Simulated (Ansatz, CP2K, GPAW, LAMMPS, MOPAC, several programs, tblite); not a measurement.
# What cheap methods get right for CsI

How much accuracy does each second buy? CsI is computed with 12 methods, from the cheapest up to r2SCAN.

Computed with LAMMPS, MOPAC, tblite, CP2K, GPAW, Ansatz (versions at each run) (no spin polarisation, static lattice; gaps from single points on the cell relaxed beforehand with r²SCAN, unless a step's input says otherwise).

## Step 1: The system as given

Symmetry: Pm-3m, No. 221, cubic system. The conventional cell has a = 4.608 Å, b = 4.608 Å, c = 4.608 Å, α = 90.00°, β = 90.00°, γ = 90.00°. Around Cs (site symmetry m-3m) lie 8 I at 3.99 Å. I (site symmetry m-3m) has 8 Cs at 3.99 Å as nearest neighbours.

As a file:

```
CELL_PARAMETERS angstrom
4.60808 0.00000 0.00000
0.00000 4.60808 0.00000
0.00000 0.00000 4.60808
ATOMIC_POSITIONS crystal
Cs 0.00000 0.00000 0.00000
I 0.50000 0.50000 0.50000
```

**Question.** The methods are ffield.eim, PM6, PM7, GFN1-xTB (tblite), GFN2-xTB (tblite), PBE/DZVP, PBE/single-zeta, PBE/SZV, coarse PBE, GLLB-SC, PBE, r2SCAN. What gap does r2SCAN give on this cell, and which other methods (full PBE left aside) come nearest to r2SCAN and farthest in gap, volume and bulk modulus?

| quantity | value |
| --- | --- |
| r2SCAN | gap 4.52 eV, 48.93 Å³/atom, B₀ 12 GPa |
| gap: nearest and farthest of the other methods | PBE/DZVP, PBE/single-zeta (about 0.75 eV off); PM6 (+3.15 eV) |
| volume: nearest and farthest of the other methods | PBE/DZVP (+4.6 %), ffield.eim (-12.1 %) |
| bulk modulus: nearest and farthest of the other methods | PBE/DZVP (-16 %), ffield.eim (+805 %) |

**Reading.** For the gap (full PBE left aside), PBE/DZVP, PBE/single-zeta tie for nearest to r2SCAN; PM6 is farthest. Among the 2 methods compared for the volume (full PBE left aside), PBE/DZVP is nearest to r2SCAN and ffield.eim farthest. For the bulk modulus, of the 2 methods compared (full PBE left aside), PBE/DZVP comes nearest to r2SCAN and ffield.eim is farthest. A minimal basis or a coarse cutoff and mesh shifts results by its own error, so closeness to r2SCAN can be chance. Cluster runs see only the k-points that fold onto the zone centre, so their gaps can miss the band edges. GLLB-SC is compared with its derivative discontinuity added. GFN1-xTB (tblite) ended in an unphysical state and is left out of the comparison. No volume is given for PM6, PM7, GFN2-xTB (tblite), PBE/single-zeta, PBE/SZV, coarse PBE, which can hide a larger miss. The crystal is layered or molecular; volumes and moduli at fixed shape hide how each method binds the layers. CPU times run from 0.14 s (ffield.eim) to 43 s (PBE/single-zeta). On this cell PBE/DZVP, PBE/single-zeta cost more than r2SCAN itself (8.2 s), so they are no saving here. r2SCAN is a yardstick, not the truth: it usually gives gaps below the measured ones. Spin-orbit coupling is left out throughout.
